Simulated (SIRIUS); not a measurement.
# Sb (P-1) in SIRIUS: reference runs

Aim: a first look at Sb with PBE, on the cell as given.

All numbers are computed with SIRIUS 7.10.0; they aren't measurements. Logs are shortened: lines on timing, memory, paths and dates and some standing lists are left out, and cuts for length are marked. The log counts tension as positive stress, the text compression.

## 1. The cell of the first run

The typed cell holds 2 atoms: a = 3.153 Å, b = 3.511 Å, c = 5.675 Å, α = 82.54°, β = 73.87°, γ = 63.32°.

This isn't the form of Sb at room conditions, which is rhombohedral.

## 2. Single point, PBE (all atoms moved at random, sigma 0.15 Å a component)

sirius.json

```json
{
  "control": {
    "processing_unit": "cpu",
    "verbosity": 2,
    "num_bands_to_print": 23,
    "print_forces": true,
    "print_stress": true
  },
  "parameters": {
    "electronic_structure_method": "pseudopotential",
    "xc_functionals": ["XC_GGA_X_PBE", "XC_GGA_C_PBE"],
    "gk_cutoff": 9.0,
    "pw_cutoff": 18.0,
    "ngridk": [10, 9, 5],
    "shiftk": [0, 0, 0],
    "smearing": "fermi_dirac",
    "smearing_width": 0.0018374661,
    "num_bands": 23,
    "num_mag_dims": 0,
    "num_dft_iter": 100,
    "energy_tol": 1e-08,
    "density_tol": 1e-06
  },
  "iterative_solver": {
    "type": "davidson",
    "min_tolerance": 1e-09,
    "tolerance_scale": [0.1, 0.25]
  },
  "mixer": {
    "type": "anderson",
    "beta": 0.7,
    "max_history": 8
  },
  "settings": {
    "tol_ne": 1e-10,
    "pseudo_grid_cutoff": 6.5
  },
  "unit_cell": {
    "lattice_vectors": [
      [0.0, -5.958458348234, 0.0],
      [2.979229164668, -2.979229164668, -5.124820899548],
      [8.937687512902, -2.979229164668, 5.124820899548]
    ],
    "atom_coordinate_units": "lattice",
    "atom_types": ["Sb"],
    "atom_files": {
      "Sb": "Sb.json"
    },
    "atoms": {
      "Sb": [
        [0.54183758, 0.4515443, 0.47065414],
        [0.95816242, 0.0484557, 0.02934586]
      ]
    }
  }
}
```

Potentials or basis: PseudoDojo 0.4.1 PBE standard (scalar relativistic).

Launch:

```bash
upf_to_json Sb.upf
OMP_NUM_THREADS=1 sirius.scf --input=sirius.json --output=out.json --task=0
```

The program printed:

```text
[info] SIRIUS version : 7.10.0
[info] number of MPI ranks           : 1
[info] MPI grid                      : 1 1
[info] maximum number of OMP threads : 1
[fft] FFT context for density and potential
[fft] =====================================
[fft]   comm size                             : 1
[fft]   plane wave cutoff                     : 18
[fft]   grid size                             : 40 45 64   total : 115200
[fft]   grid limits                           : -19 20   -22 22   -31 32
[fft]   number of G-vectors within the cutoff : 17877
[fft]   local number of G-vectors             : 17877
[fft]   number of G-shells                    : 9334
[fft] FFT context for coarse grid
[fft] =====================================
[fft]   comm size                             : 1
[fft]   plane wave cutoff                     : 18
[fft]   grid size                             : 40 45 64   total : 115200
[fft]   grid limits                           : -19 20   -22 22   -31 32
[fft]   number of G-vectors within the cutoff : 17877
[fft]   local number of G-vectors             : 17877
[fft]   number of G-shells                    : 9334
[unit cell] lattice vectors
[unit cell]   a1 :       0.0000000000     -5.9584583482      0.0000000000
[unit cell]   a2 :       2.9792291647     -2.9792291647     -5.1248208995
[unit cell]   a3 :       8.9376875129     -2.9792291647      5.1248208995
[unit cell] reciprocal lattice vectors
[unit cell]   b1 :      -0.5272492422     -1.0544984860      0.3065075551
[unit cell]   b2 :       0.5272492438      0.0000000000     -0.9195226673
[unit cell]   b3 :       0.5272492438      0.0000000000      0.3065075551
[unit cell] unit cell volume :       363.89534748 [a.u.^3]
[unit cell] 1/sqrt(omega)    :         0.05242178
[unit cell] MT volume        :         0.00000000 ( 0.00%)
[unit cell] IT volume        :       363.89534748 (100.00%)
[unit cell] number of atom types : 1
[unit cell] type id : 0 symbol : Sb mt_radius :  14.330000 num_atoms : 2
[unit cell] total number of atoms : 2
[unit cell] number of symmetry classes : 1
[unit cell] number of PAW atoms : 0
[unit cell] atom id  type id  class id             position                      vector_field
[unit cell] ------------------------------------------------------------------------------------------
[unit cell]      0        0        0      0.54184   0.45154   0.47065      0.00000   0.00000   0.00000
[unit cell]      1        0        0      0.95816   0.04846   0.02935      0.00000   0.00000   0.00000
[unit cell] atom id         position (Cartesian, a.u.)
[unit cell] ---------------------------------------------
[unit cell]      0       5.551814   -5.975957    0.097935
[unit cell]      1       0.406645   -5.940960   -0.097935
[unit cell] class id : 0 atom id : 0 1
[unit cell] minimum bond length:     5.149015
[unit cell] total number of pseudo wave-functions: 18
[sym] space group number   : 2
[sym] international symbol : P-1
[sym] Hall symbol          : -P 1
[sym] space group transformation matrix :
[sym]   1.0000 -0.0000 -0.0000
[sym]   0.0000  1.0000 -0.0000
[sym]   0.0000  0.0000  1.0000
[sym] space group origin shift :
[sym]   0.7500  0.7500  0.7500
[sym] number of space group operations  : 2
[sym] number of magnetic group operations : 2
[sym] metric tensor error: 0.0000e+00
[sym] rotation matrix error: 7.1455e-17
[sym] symmetry operations
[... list of symmetry operations ...]
[atom type] label          : Sb
[atom type] --------------------------------------------------------------------------------
[atom type] symbol         : Sb
[... 246 lines left out ...]
[diagonalize] ik:    1   -0.636172   -0.632680   -0.632092   -0.631546   -0.630936   -0.630810   -0.629336   -0.629246   -0.627423   -0.625677   -0.034101    0.120091    0.247974    0.490605    0.573011    0.584345    0.600552    0.656405    0.710341    0.775068    0.780173    0.835107    0.839709
[diagonalize] ik:    2   -0.635761   -0.632411   -0.631447   -0.631164   -0.630922   -0.630645   -0.629722   -0.629085   -0.627738   -0.625532   -0.012577    0.132042    0.277972    0.439212    0.498818    0.513598    0.556006    0.630547    0.702048    0.737428    0.778906    0.817397    0.855698
[diagonalize] ik:    3   -0.635371   -0.632441   -0.631657   -0.631260   -0.630225   -0.629791   -0.629697   -0.628839   -0.628119   -0.625171    0.022394    0.151908    0.323312    0.355741    0.424358    0.469137    0.518740    0.595539    0.669326    0.716251    0.788259    0.810656    0.851673
[diagonalize] ik:    4   -0.635120   -0.632631   -0.631920   -0.631470   -0.630335   -0.629119   -0.628836   -0.628661   -0.628289   -0.624680    0.067249    0.170470    0.284006    0.350452    0.382862    0.457463    0.486970    0.552157    0.650421    0.678649    0.765169    0.821532    0.831670
[diagonalize] ...
[diagonalize] ik:  221   -0.635380   -0.632811   -0.632362   -0.631575   -0.630273   -0.629072   -0.628640   -0.628275   -0.627991   -0.624084    0.093991    0.190470    0.239447    0.317628    0.390708    0.452916    0.495066    0.600534    0.610737    0.656884    0.705856    0.765467    0.855765
[diagonalize] ik:  222   -0.635246   -0.632662   -0.632116   -0.631470   -0.630607   -0.629212   -0.628824   -0.628536   -0.628112   -0.624514    0.062301    0.142483    0.295306    0.370261    0.413827    0.478292    0.514812    0.572447    0.631640    0.669353    0.702099    0.738167    0.839029
[diagonalize] ik:  223   -0.635253   -0.632518   -0.631669   -0.631262   -0.630731   -0.629832   -0.629685   -0.628624   -0.628080   -0.625249    0.027279    0.098868    0.380004    0.418050    0.428408    0.505204    0.533860    0.556541    0.696180    0.700821    0.719298    0.739964    0.770595
[diagonalize] ik:  224   -0.635468   -0.632568   -0.631296   -0.631228   -0.631167   -0.630476   -0.630117   -0.628771   -0.627752   -0.625806    0.000987    0.069592    0.410141    0.463641    0.471080    0.506008    0.553607    0.587056    0.712578    0.743115    0.758698    0.763738    0.779588
[diagonalize] ik:  225   -0.635861   -0.632727   -0.632193   -0.631698   -0.630811   -0.630583   -0.629671   -0.628903   -0.627401   -0.626025   -0.014082    0.056640    0.387573    0.465339    0.507686    0.549393    0.572034    0.619384    0.713824    0.766552    0.804064    0.812418    0.844273
[find] Charges and magnetic moments
[find] --------------------------------------------------------------------------------
[find] total charge          : 30.000000
[find] Energy
[find] --------------------------------------------------------------------------------
[find] valence_eval_sum               :     -10.13815196
[find] <rho|V^{XC}>                   :     -27.80502097
[find] <rho|E^{XC}>                   :     -45.51831088
[find] <mag|B^{XC}>                   :       0.00000000
[find] <rho|V^{H}>                    :      82.12548401
[find] one-electron contribution      :     -64.45861500 (Ha),    -128.91723001 (Ry)
[find] hartree contribution           :      41.06274201
[find] xc contribution                :     -45.51831088
[find] ewald contribution             :    -112.96625496
[find] PAW contribution               :       0.00000000
[find] smearing (-TS)                 :      -0.00037028
[find] SCF correction                 :      -0.00000074
[find] Total energy                   :    -181.88043958 (Ha),    -363.76087916 (Ry)
[find] Free energy (E-TS)             :    -181.88080986 (Ha),    -363.76161973 (Ry)
[find] band gap (eV)                  :       0.00000000
[find] Efermi                         :       0.44431947
[find] iteration : 10, RMS : 2.923605884276e-08, energy difference : -4.834191713599e-09
[find] Hartree energy of density residual : 8.561690243175e-14
[find] bands are converged : false
[find] iterative solver converged : true
[find] converged after 11 SCF iterations!
[find] Charges and magnetic moments
[find] --------------------------------------------------------------------------------
[find] total charge          : 30.000000
[find] Energy
[find] --------------------------------------------------------------------------------
[find] valence_eval_sum               :     -10.13815196
[find] <rho|V^{XC}>                   :     -27.80502097
[find] <rho|E^{XC}>                   :     -45.51831088
[find] <mag|B^{XC}>                   :       0.00000000
[find] <rho|V^{H}>                    :      82.12548401
[find] one-electron contribution      :     -64.45861500 (Ha),    -128.91723001 (Ry)
[find] hartree contribution           :      41.06274201
[find] xc contribution                :     -45.51831088
[find] ewald contribution             :    -112.96625496
[find] PAW contribution               :       0.00000000
[find] smearing (-TS)                 :      -0.00037028
[find] SCF correction                 :      -0.00000074
[find] Total energy                   :    -181.88043958 (Ha),    -363.76087916 (Ry)
[find] Free energy (E-TS)             :    -181.88080986 (Ha),    -363.76161973 (Ry)
[find] band gap (eV)                  :       0.00000000
[find] Efermi                         :       0.44431947
[ground_state] === stress tensor components [kbar] ===
[ground_state] === stress_kin ===
[ground_state] -57438.717978   -3.588751  -12.558523
[ground_state]    -3.588751-57454.615965    4.699616
[ground_state]   -12.558523    4.699616-57454.582694
[ground_state] === stress_har ===
[ground_state] -11393.559069   23.716610  937.286382
[ground_state]    23.716610-12084.726225   -5.837813
[ground_state]   937.286382   -5.837813-9721.024057
[ground_state] === stress_ewald ===
[ground_state] 29112.132415   45.117461 1151.577220
[ground_state]    45.11746129202.762541  -10.736914
[ground_state]  1151.577220  -10.73691433018.548974
[ground_state] === stress_vloc ===
[ground_state]  7265.786831  -68.025314-2076.806874
[ground_state]   -68.025314 7885.218029   15.365693
[ground_state] -2076.806874   15.365693 1649.300192
[ground_state] === stress_xc ===
[ground_state] -13919.819098    0.051328   -0.148549
[ground_state]     0.051328-13917.257728    0.016362
[ground_state]    -0.148549    0.016362-13912.047430
[ground_state] === stress_core ===
[ground_state] 21569.012460    0.020619    0.049271
[ground_state]     0.02061921568.867555   -0.026284
[ground_state]     0.049271   -0.02628421568.137470
[ground_state] === stress_nonloc ===
[ground_state] 24678.275437    0.217957   -9.922686
[ground_state]     0.21795724757.273408    1.166687
[ground_state]    -9.922686    1.16668724819.818882
[ground_state] === stress_us_nl ===
[ground_state] 24678.275437    0.217957   -9.922686
[ground_state]     0.21795724757.273408    1.166687
[ground_state]    -9.922686    1.16668724819.818882
[ground_state] === stress_total ===
[ground_state]  -126.889002   -2.490090  -10.523759
[ground_state]    -2.490090  -42.478385    4.647347
[ground_state]   -10.523759    4.647347  -31.848663
[ground_state] ==== total Forces in Ha/bohr =====
[ground_state] atom:    0, force:       0.0259923     -0.0003363      0.0034727
[ground_state] atom:    1, force:      -0.0259923      0.0003363     -0.0034727
[ground_state] ==== ultrasoft contribution from Qij =====
[ground_state] atom:    0, force:       0.0000000      0.0000000      0.0000000
[ground_state] atom:    1, force:       0.0000000      0.0000000      0.0000000
[ground_state] ==== non-local contribution from Beta-projector =====
[ground_state] atom:    0, force:      -0.1317998     -0.0008617     -0.0249615
[ground_state] atom:    1, force:       0.1317998      0.0008617      0.0249615
[ground_state] ==== contribution from local potential =====
[ground_state] atom:    0, force:      -4.1263820      0.0055686     -1.6639014
[ground_state] atom:    1, force:       4.1263820     -0.0055686      1.6639014
[ground_state] ==== contribution from core density =====
[ground_state] atom:    0, force:       0.0009507     -0.0000012      0.0002635
[ground_state] atom:    1, force:      -0.0009507      0.0000012     -0.0002635
[ground_state] ==== Ewald forces from ions =====
[ground_state] atom:    0, force:       4.2832235     -0.0050414      1.6920723
[ground_state] atom:    1, force:      -4.2832235      0.0050414     -1.6920723
[~DFT_ground_state] local op. applied: 149939
[~DFT_ground_state] evp. work count: 27535
[~DFT_ground_state] number of iterative solver steps: 17293
```

Run time: 9.6 min. Hardware: 1 thread of Arm Neoverse V1, shared host; peak memory 1.7 GiB.

What came out:

- Free energy: -4949.2290 eV
- Pressure: 6.7 GPa
- Largest force: 1.349 eV/Å
- Band gap on the k mesh: none (metal or under the smearing width)

Forces in eV/Å, atoms in the order of the input:
```
Sb   1.337 -0.017  0.179
Sb  -1.337  0.017 -0.179
```

Stress tensor (GPa, compression positive):
```
12.69  0.25  1.05
 0.25  4.25 -0.46
 1.05 -0.46  3.18
```

Caveat: forces of over 1 eV/Å show positions far from the minimum, so gaps and moduli don't describe the material at rest. Spin-orbit coupling is left out, which matters for the levels of Sb.
